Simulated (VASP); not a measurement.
## CdS (Hawleyite): X-ray absorption with a core hole

Aim: an X-ray absorption edge of CdS (Hawleyite) by the supercell core-hole method. The cell has space group F-43m. The start is a cell from a database of measured crystal structures.

Calculated with VASP 6.6.1; PBE; plane waves and PAW (S, Cd, S), in the first sound run; inputs show where later runs differ.

## 1. Set-up

It takes space group F-43m (No. 216, cubic). Conventional cell: a = 5.833 Å, b = 5.833 Å, c = 5.833 Å, α = 90.00°, β = 90.00°, γ = 90.00°. S has 4 Cd at 2.53 Å nearest. Nearest to Cd lie 4 S at 2.53 Å. Farther neighbours and most contacts between anions are not listed.

Coordinates:

```xyz
8
Lattice="0.0000 -5.8330 0.0000 -5.8330 0.0000 0.0000 0.0000 0.0000 -5.8330" Properties=species:S:1:pos:R:3 pbc="T T T"
S    -1.4583   -4.3748   -4.3748
Cd    0.0000   -2.9165   -2.9165
Cd   -2.9165    0.0000   -2.9165
Cd   -2.9165   -2.9165    0.0000
Cd    0.0000    0.0000    0.0000
S    -4.3748   -1.4583   -4.3748
S    -4.3748   -4.3748   -1.4583
S    -1.4583   -1.4583   -1.4583
```

## 2. Supercell without a hole

The cell without a hole gives, with ICORELEVEL = 1, the Kohn-Sham core levels of the initial state. It is a supercell, which puts a hole 5.8 Å from its nearest image.

INCAR reads:

```
SYSTEM = CdS
PREC = Accurate
ENCUT = 400
EDIFF = 1E-05
NELM = 100
ISMEAR = 0
SIGMA = 0.05
LREAL = .FALSE.
ALGO = Normal
GGA = PE
NBANDS = 44
LWAVE = .FALSE.
LCHARG = .FALSE.
KPAR = 8
ICORELEVEL = 1
```

POSCAR reads:

```
CdS
1.0
    0.0000000000     -5.8330000000      0.0000000000
   -5.8330000000      0.0000000000      0.0000000000
    0.0000000000      0.0000000000     -5.8330000000
S Cd S
1 4 3
Direct
    0.7500000000      0.2500000000      0.7500000000
    0.5000000000      0.0000000000      0.5000000000
    0.0000000000      0.5000000000      0.5000000000
    0.5000000000      0.5000000000      0.0000000000
    0.0000000000      0.0000000000      0.0000000000
    0.2500000000      0.7500000000      0.7500000000
    0.7500000000      0.7500000000      0.2500000000
    0.2500000000      0.2500000000      0.2500000000
```

KPOINTS reads:

```
Automatic mesh
0
Gamma
4 4 4
0 0 0
```

PAW data sets: S, Cd and S (PBE family, release 64).

Run with:

```sh
$ mpirun -np 8 vasp_std
```

Output:

```text
[banner, memory and clock lines left out]
running    8 mpi-ranks, on    1 nodes
 distrk:  each k-point on    1 cores,    8 groups
 distr:  one band on    1 cores,    1 groups

 POSCAR found type information on POSCAR S CdS
 POSCAR found :  3 types and       8 ions
|                                                                             |
|           W    W    AA    RRRRR   N    N  II  N    N   GGGG   !!!           |
|           W    W   A  A   R    R  NN   N  II  NN   N  G    G  !!!           |
|           W    W  A    A  R    R  N N  N  II  N N  N  G       !!!           |
|           W WW W  AAAAAA  RRRRR   N  N N  II  N  N N  G  GGG   !            |
|           WW  WW  A    A  R   R   N   NN  II  N   NN  G    G                |
|           W    W  A    A  R    R  N    N  II  N    N   GGGG   !!!           |
|                                                                             |
|     For optimal performance we recommend to set                             |
|       NCORE = 2 up to number-of-cores-per-socket                            |
|     NCORE specifies how many cores store one orbital (NPAR=cpu/NCORE).      |
|     This setting can greatly improve the performance of VASP for DFT.       |
|     The default, NCORE=1 might be grossly inefficient on modern             |
|     multi-core architectures or massively parallel machines. Do your        |
|     Unfortunately you need to use the default for GW and RPA                |
|     calculations (for HF NCORE is supported but not extensively tested      |
|     yet).                                                                   |
|                                                                             |

 LDA part: xc-table for (Slater+PW92), standard interpolation
 POSCAR, INCAR and KPOINTS ok, starting setup
 FFT: planning ... GRIDC
 FFT: planning ... GRID_SOFT
 FFT: planning ... GRID
 WAVECAR not read
 entering main loop
       N       E                     dE             d eps       ncg     rms          rms(c)
DAV:   1     0.449751141029E+03    0.44975E+03   -0.30589E+04   880   0.122E+03
DAV:   2     0.108713687670E+01   -0.44866E+03   -0.43803E+03   980   0.338E+02
DAV:   3    -0.263014650311E+02   -0.27389E+02   -0.27272E+02  1048   0.827E+01
DAV:   4    -0.266480830462E+02   -0.34662E+00   -0.34616E+00   988   0.910E+00
DAV:   5    -0.266544619321E+02   -0.63789E-02   -0.63783E-02  1012   0.119E+00    0.163E+01
DAV:   6    -0.245135970044E+02    0.21409E+01   -0.49403E+00  1056   0.167E+01    0.128E+01
DAV:   7    -0.244826311037E+02    0.30966E-01   -0.17902E+00   940   0.549E+00    0.593E+00
DAV:   8    -0.244752236179E+02    0.74075E-02   -0.27636E-01   980   0.398E+00    0.823E-01
DAV:   9    -0.244694257263E+02    0.57979E-02   -0.56141E-02  1044   0.221E+00    0.279E-01
DAV:  10    -0.244697366674E+02   -0.31094E-03   -0.40472E-03   992   0.489E-01    0.212E-01
DAV:  11    -0.244698067268E+02   -0.70059E-04   -0.27538E-04   960   0.828E-02    0.216E-01
DAV:  12    -0.244698521255E+02   -0.45399E-04   -0.87993E-05   784   0.371E-02    0.135E-01
DAV:  13    -0.244700163821E+02   -0.16426E-03   -0.26424E-04   888   0.752E-02    0.113E-01
DAV:  14    -0.244700027062E+02    0.13676E-04   -0.13725E-05   604   0.332E-02    0.827E-02
DAV:  15    -0.244699901477E+02    0.12558E-04   -0.65520E-05   744   0.254E-02    0.225E-02
DAV:  16    -0.244699903114E+02   -0.16376E-06   -0.22230E-06   440   0.849E-03
   1 F= -.24469990E+02 E0= -.24469990E+02  d E =-.191435E-12
```

Elapsed: 8.2 s, on 8 MPI ranks of Intel Xeon 6975P-C (Granite Rapids), shared host; peak memory 2.3 GiB; 59 s of CPU time.

Lines that name or quote the potential files are left out of all logs, and their timing lines are given in words.

From OUTCAR (step 2):

```text
ion  position               nearest neighbor table
   1  0.750  0.250  0.750-   2 2.53   3 2.53   4 2.53   5 2.53
   2  0.500  0.000  0.500-   1 2.53   6 2.53   7 2.53   8 2.53
   3  0.000  0.500  0.500-   1 2.53   6 2.53   7 2.53   8 2.53
   4  0.500  0.500  0.000-   1 2.53   6 2.53   7 2.53   8 2.53
   5  0.000  0.000  0.000-   1 2.53   6 2.53   7 2.53   8 2.53
   6  0.250  0.750  0.750-   2 2.53   3 2.53   4 2.53   5 2.53
   7  0.750  0.750  0.250-   2 2.53   3 2.53   4 2.53   5 2.53
   8  0.250  0.250  0.250-   2 2.53   3 2.53   4 2.53   5 2.53

  LATTYP: Found a simple cubic cell.
 ALAT       =     5.8330000000

 Subroutine GETGRP returns: Found 24 space group operations
 (whereof  6 operations were pure point group operations)

The static configuration has the point symmetry C_3v.
 The point group associated with its full space group is T_d .

 Found     10 irreducible k-points:

   k-points           NKPTS =     10   k-points in BZ     NKDIM =     10   number of bands    NBANDS=     44

   dimension x,y,z NGX =    40 NGY =   40 NGZ =   40
   dimension x,y,z NGXF=    80 NGYF=   80 NGZF=   80

   ENCUT  =  400.0 eV  29.40 Ry    5.42 a.u.   9.51  9.51  9.51*2*pi/ulx,y,z

   NELECT =      72.0000    total number of electrons

 k-points in reciprocal lattice and weights: Automatic mesh
   0.00000000  0.00000000  0.00000000       0.016
   0.25000000  0.00000000  0.00000000       0.094
   0.50000000  0.00000000  0.00000000       0.047
   0.25000000  0.25000000  0.00000000       0.188
   0.50000000  0.25000000  0.00000000       0.188
   0.50000000  0.50000000  0.00000000       0.047
   0.25000000  0.25000000  0.25000000       0.125
   0.50000000  0.25000000  0.25000000       0.188
   0.50000000  0.50000000  0.25000000       0.094
   0.50000000  0.50000000  0.50000000       0.016

 the core state eigenenergies are
   1-  1s  -2397.0765  2s   -203.1659  2p   -147.9363
   2-  1s -26513.6617  2s  -3930.8378  2p  -3526.0902  3s   -727.7517  3p   -595.0406
       3d   -387.4871  4s   -100.0099  4p    -61.0789
   3-  1s -26513.6617  2s  -3930.8378  2p  -3526.0902  3s   -727.7517  3p   -595.0406
       3d   -387.4871  4s   -100.0099  4p    -61.0789
   4-  1s -26513.6617  2s  -3930.8378  2p  -3526.0902  3s   -727.7517  3p   -595.0406
       3d   -387.4871  4s   -100.0099  4p    -61.0789
   5-  1s -26513.6617  2s  -3930.8378  2p  -3526.0902  3s   -727.7517  3p   -595.0406
       3d   -387.4871  4s   -100.0099  4p    -61.0789
   6-  1s  -2397.0763  2s   -203.1657  2p   -147.9361
   7-  1s  -2397.0763  2s   -203.1657  2p   -147.9361
   8-  1s  -2397.0763  2s   -203.1657  2p   -147.9361

 E-fermi :   1.5537

 k-point     1 :       0.0000    0.0000    0.0000
  band No.  band energies     occupation
    ...
     32      -0.5644      2.00000
     33      -0.5644      2.00000
     34       1.3157      2.00000
     35       1.3157      2.00000
     36       1.3157      2.00000
     37       2.4630      0.00000
     38       4.8671      0.00000
     39       4.8671      0.00000
     40       4.8671      0.00000
     41       5.6662      0.00000
    ...

 k-point     2 :       0.2500    0.0000    0.0000
  band No.  band energies     occupation
    ...
     32      -0.3228      2.00000
     33      -0.3228      2.00000
     34       0.2917      2.00000
     35       0.9893      2.00000
     36       0.9893      2.00000
     37       3.6000      0.00000
     38       5.0769      0.00000
     39       5.5769      0.00000
     40       5.5769      0.00000
     41       5.7311      0.00000
    ...

 k-point     3 :       0.5000    0.0000    0.0000
  band No.  band energies     occupation
    ...
     32      -0.8767      2.00000
     33       0.2938      2.00000
     34       0.2938      2.00000
     35       0.2938      2.00000
     36       0.2938      2.00000
     37       4.9185      0.00000
     38       4.9185      0.00000
     39       6.1381      0.00000
     40       6.1381      0.00000
     41       6.7487      0.00000
    ...

  Total        3.4881345      3.4881345      3.4881345     -0.0000000      0.0000000     -0.0000000
  in kB       28.1596902     28.1596902     28.1596902     -0.0000000      0.0000000     -0.0000000
  external PRESSURE =      28.1596902 kB  Pullay stress =       0.0000000 kB

  energy-cutoff  :      400.00
  volume of cell :      198.46
      direct lattice vectors                 reciprocal lattice vectors
     0.000000000 -5.833000000  0.000000000     0.000000000 -0.171438368  0.000000000
    -5.833000000  0.000000000  0.000000000    -0.171438368  0.000000000  0.000000000
     0.000000000  0.000000000 -5.833000000     0.000000000  0.000000000 -0.171438368

 POSITION                                       TOTAL-FORCE (eV/Angst)
 -----------------------------------------------------------------------------------
     -1.45825     -4.37475     -4.37475        -0.000000      0.000000     -0.000000
      0.00000     -2.91650     -2.91650         0.000001      0.000001      0.000001
     -2.91650      0.00000     -2.91650        -0.000001     -0.000001      0.000001
     -2.91650     -2.91650      0.00000        -0.000001      0.000001     -0.000001
      0.00000      0.00000      0.00000         0.000001     -0.000001     -0.000001
     -4.37475     -1.45825     -4.37475        -0.000000      0.000000     -0.000000
     -4.37475     -4.37475     -1.45825        -0.000000      0.000000     -0.000000
     -1.45825     -1.45825     -1.45825        -0.000000      0.000000     -0.000000
 -----------------------------------------------------------------------------------
    total drift:                                0.000000      0.000000      0.000000

  FREE ENERGIE OF THE ION-ELECTRON SYSTEM (eV)
  ---------------------------------------------------
  free  energy   TOTEN  =       -24.4699903114 eV

  energy  without entropy=      -24.4699903114  energy(sigma->0) =      -24.46999031

[... 3 further parts left out ...]
```

These are scalar-relativistic Kohn-Sham levels of the ground state, with no core hole, so they are not binding energies.

This step gave:

* free energy (TOTEN): -24.47 eV
* Fermi energy: 1.554 eV
* pressure: 2.816 GPa

The two shallowest core shells; atoms whose shallowest level rounds to another's at 0.01 eV are left out. Core levels, by row:

```csv
atom,shell,level below the valence-band top (eV)
S1,2s,204.5
S1,2p,149.3
Cd2,4s,101.3
Cd2,4p,62.39
```

## 3. K edge, Wyckoff site S c, full hole

This step: supercell core-hole method, PBE, full hole; plane waves and PAW (S, Cd, S) (VASP 6.6.1).

One core electron is taken from the first atom, which POSCAR lists as a species of its own, and NELECT stays that of the neutral valence shell, so the cell is charged against a background. NBANDS covers the range above the edge. The first density still holds the charge taken from the core, which is what the BRMIX lines of the log report.

INCAR reads:

```
SYSTEM = CdS
PREC = Accurate
ENCUT = 400
EDIFF = 1E-06
NELM = 100
ISMEAR = 0
SIGMA = 0.05
LREAL = .FALSE.
ALGO = Normal
GGA = PE
NBANDS = 152
LWAVE = .FALSE.
LCHARG = .FALSE.
KPAR = 8
ICORELEVEL = 2
CLNT = 1
CLN = 1
CLL = 0
CLZ = 1
CH_LSPEC = .TRUE.
CH_NEDOS = 1500
CH_SIGMA = 1
NELECT = 72
```

POSCAR is that of step 2.

KPOINTS is that of step 2.

Run with:

```sh
$ mpirun -np 8 vasp_std
```

Output:

```text
[banner, memory and clock lines left out]
running    8 mpi-ranks, on    1 nodes
 distrk:  each k-point on    1 cores,    8 groups
 distr:  one band on    1 cores,    1 groups

 POSCAR found type information on POSCAR S CdS
 POSCAR found :  3 types and       8 ions
 [... a notice as in an earlier step ...]

 LDA part: xc-table for (Slater+PW92), standard interpolation
 POSCAR, INCAR and KPOINTS ok, starting setup
 FFT: planning ... GRIDC
 FFT: planning ... GRID_SOFT
 FFT: planning ... GRID
 WAVECAR not read
 entering main loop
       N       E                     dE             d eps       ncg     rms          rms(c)
DAV:   1     0.630413511787E+03    0.63041E+03   -0.22445E+04  3072   0.356E+02
DAV:   2     0.330917174866E+02   -0.59732E+03   -0.50897E+03  3512   0.138E+02
DAV:   3    -0.121968750746E+02   -0.45289E+02   -0.44310E+02  3552   0.427E+01
DAV:   4    -0.126037351124E+02   -0.40686E+00   -0.40657E+00  3496   0.419E+00
DAV:   5    -0.126059082018E+02   -0.21731E-02   -0.21730E-02  3528   0.257E-01BRMIX: very serious problems
 the old and the new charge density differ
 old charge density:    73.00000 new   71.99999
BRMIX: very serious problems
 the old and the new charge density differ
 old charge density:    73.00000 new   71.99999
BRMIX: very serious problems
 the old and the new charge density differ
 old charge density:    73.00000 new   71.99999
BRMIX: very serious problems
 the old and the new charge density differ
 old charge density:    73.00000 new   71.99999
BRMIX: very serious problems
 the old and the new charge density differ
 old charge density:    73.00000 new   71.99999
BRMIX: very serious problems
 the old and the new charge density differ
 old charge density:    73.00000 new   71.99999
BRMIX: very serious problems
 the old and the new charge density differ
 old charge density:    73.00000 new   71.99999
BRMIX: very serious problems
 the old and the new charge density differ
 old charge density:    73.00000 new   71.99999
    0.284E+02
DAV:   6    -0.267716416675E+01    0.99287E+01   -0.24271E+00  4008   0.718E+00    0.546E+01
DAV:   7    -0.182567064861E+01    0.85149E+00   -0.20378E+00  3472   0.291E+00    0.261E+01
DAV:   8    -0.189246673779E+01   -0.66796E-01   -0.63017E-01  3408   0.154E+00    0.108E+01
DAV:   9    -0.189078783213E+01    0.16789E-02   -0.54877E-03  3472   0.170E-01    0.261E+00
DAV:  10    -0.188497547912E+01    0.58124E-02   -0.29726E-03  3808   0.247E-01    0.125E+00
DAV:  11    -0.188533191412E+01   -0.35643E-03   -0.31835E-03  3416   0.858E-02    0.172E+00
DAV:  12    -0.188544728835E+01   -0.11537E-03   -0.26874E-04  3360   0.469E-02    0.426E-01
DAV:  13    -0.188550445138E+01   -0.57163E-04   -0.74211E-05  3480   0.169E-02    0.442E-01
DAV:  14    -0.188550785959E+01   -0.34082E-05   -0.73851E-06  3584   0.739E-03    0.157E-01
DAV:  15    -0.188550877150E+01   -0.91191E-06   -0.29465E-06  3272   0.286E-03
   1 F= -.18855088E+01 E0= -.18855088E+01  d E =-.115840E-21
 Starting Core_Hole_Spec
 Ending Core_Hole_Spec
```

It took 23 s on 8 MPI ranks; peak memory 2.7 GiB; 2.8 min of CPU time.

OUTCAR, selected parts (step 3):

```text
NELECT = 72

 ion  position               nearest neighbor table
   1  0.750  0.250  0.750-   2 2.53   3 2.53   4 2.53   5 2.53
   2  0.500  0.000  0.500-   1 2.53   6 2.53   7 2.53   8 2.53
   3  0.000  0.500  0.500-   1 2.53   6 2.53   7 2.53   8 2.53
   4  0.500  0.500  0.000-   1 2.53   6 2.53   7 2.53   8 2.53
   5  0.000  0.000  0.000-   1 2.53   6 2.53   7 2.53   8 2.53
   6  0.250  0.750  0.750-   2 2.53   3 2.53   4 2.53   5 2.53
   7  0.750  0.750  0.250-   2 2.53   3 2.53   4 2.53   5 2.53
   8  0.250  0.250  0.250-   2 2.53   3 2.53   4 2.53   5 2.53

 Found     10 irreducible k-points:

   k-points           NKPTS =     10   k-points in BZ     NKDIM =     10   number of bands    NBANDS=    152

 the core state eigenenergies are
   1-  1s  -2596.2885  2s   -242.8377  2p   -193.4312
   2-  1s -26513.7924  2s  -3930.9421  2p  -3526.1975  3s   -727.8332  3p   -595.1223
       3d   -387.5700  4s   -100.0484  4p    -61.1117
   3-  1s -26513.7924  2s  -3930.9421  2p  -3526.1975  3s   -727.8332  3p   -595.1223
       3d   -387.5700  4s   -100.0484  4p    -61.1117
   4-  1s -26513.7924  2s  -3930.9421  2p  -3526.1975  3s   -727.8332  3p   -595.1223
       3d   -387.5700  4s   -100.0484  4p    -61.1117
   5-  1s -26513.7924  2s  -3930.9421  2p  -3526.1975  3s   -727.8332  3p   -595.1223
       3d   -387.5700  4s   -100.0484  4p    -61.1117
   6-  1s  -2397.2330  2s   -203.2290  2p   -148.0078
   7-  1s  -2397.2330  2s   -203.2290  2p   -148.0078
   8-  1s  -2397.2330  2s   -203.2290  2p   -148.0078

 E-fermi :   1.3029

 k-point     1 :       0.0000    0.0000    0.0000
  band No.  band energies     occupation
    ...
     32      -0.4779      2.00000
     33      -0.4779      2.00000
     34       0.9717      2.00000
     35       0.9717      2.00000
     36       0.9717      2.00000
     37       2.1366      0.00000
     38       4.9585      0.00000
     39       4.9770      0.00000
     40       4.9770      0.00000
     41       5.5848      0.00000
    ...

 k-point     2 :       0.2500    0.0000    0.0000
  band No.  band energies     occupation
    ...
     32      -0.4241      2.00000
     33      -0.4241      2.00000
     34       0.1055      2.00000
     35       0.7272      2.00000
     36       0.7272      2.00000
     37       3.1233      0.00000
     38       5.0558      0.00000
     39       5.5397      0.00000
     40       5.6858      0.00000
     41       5.7241      0.00000
    ...

  Total       -3.0213404     -3.0213404     -3.0213404     -0.0000000      0.0000000      0.0000000
  in kB      -24.3912645    -24.3912645    -24.3912645     -0.0000000      0.0000000      0.0000000
  external PRESSURE =     -24.3912645 kB  Pullay stress =       0.0000000 kB

 POSITION                                       TOTAL-FORCE (eV/Angst)
 -----------------------------------------------------------------------------------
     -1.45825     -4.37475     -4.37475        -0.000000      0.000000      0.000000
      0.00000     -2.91650     -2.91650         0.616892      0.616892      0.616892
     -2.91650      0.00000     -2.91650        -0.616892     -0.616892      0.616892
     -2.91650     -2.91650      0.00000        -0.616892      0.616892     -0.616892
      0.00000      0.00000      0.00000         0.616892     -0.616892     -0.616892
     -4.37475     -1.45825     -4.37475        -0.000000      0.000000      0.000000
     -4.37475     -4.37475     -1.45825        -0.000000      0.000000      0.000000
     -1.45825     -1.45825     -1.45825        -0.000000     -0.000000      0.000000
 -----------------------------------------------------------------------------------
    total drift:                                0.000000     -0.000000      0.000000

  FREE ENERGIE OF THE ION-ELECTRON SYSTEM (eV)
  ---------------------------------------------------
  free  energy   TOTEN  =        -1.8855087715 eV

  energy  without entropy=       -1.8855087715  energy(sigma->0) =       -1.88550877

[... 7 parts as in an earlier step ...]

[... 4 further parts left out ...]
```

Numbers from this step:

```yaml
free_energy_toten: -1.886 eV
fermi_energy: 1.303 eV
```

Smoothed further by a Gaussian, to a width of roughly 2 to 2.4 eV in all; heights scale with one over the cell volume; the energy axis is the program's own, and the fall at its high end is where NBANDS ends. The imaginary dielectric function times 10^5, xx by photon energy; read off at these points:

```csv
photon energy (eV),"imaginary dielectric function times 10^5, xx"
2402.0,2.0e-6
2403.0,8.4e-5
2404.0,0.00167
2405.0,0.0133
2406.0,0.0411
2407.0,0.0541
2408.0,0.0647
2409.0,0.178
2410.0,0.447
2411.0,0.730
2411.8,0.796
2412.0,0.787
2413.0,0.691
2414.0,0.645
2415.0,0.625
2416.0,0.526
2417.0,0.361
2418.0,0.239
2419.0,0.194
2420.0,0.249
2421.0,0.418
2422.0,0.607
2422.7,0.653
2423.0,0.642
2424.0,0.510
2425.0,0.361
2426.0,0.285
2427.0,0.267
2428.0,0.320
2429.0,0.370
2430.0,0.343
2431.0,0.343
2432.0,0.460
2433.0,0.556
2434.0,0.530
2435.0,0.506
2436.0,0.466
2437.0,0.398
2438.0,0.405
2439.0,0.462
2439.4,0.468
2440.0,0.449
2441.0,0.395
2442.0,0.341
2443.0,0.242
2444.0,0.114
2445.0,0.0325
2446.0,0.00627
```

The smoothed xx curve reaches a tenth of its top at about 2408 eV.

(Part 1 of 2 ends here.)

[Lines on the potential files, build, host, timing and source positions are cut from VASP's logs without a mark.]

[Logs are printed without paths, hosts, clocks, repeated set-up lines and the standing remarks that a program may print on its own settings, such as how far it seeks lower states.]

[Hosts, paths, dates, database ids (printed as entryN), source tags and the programs' standing remarks are cut or masked in the printed files.]
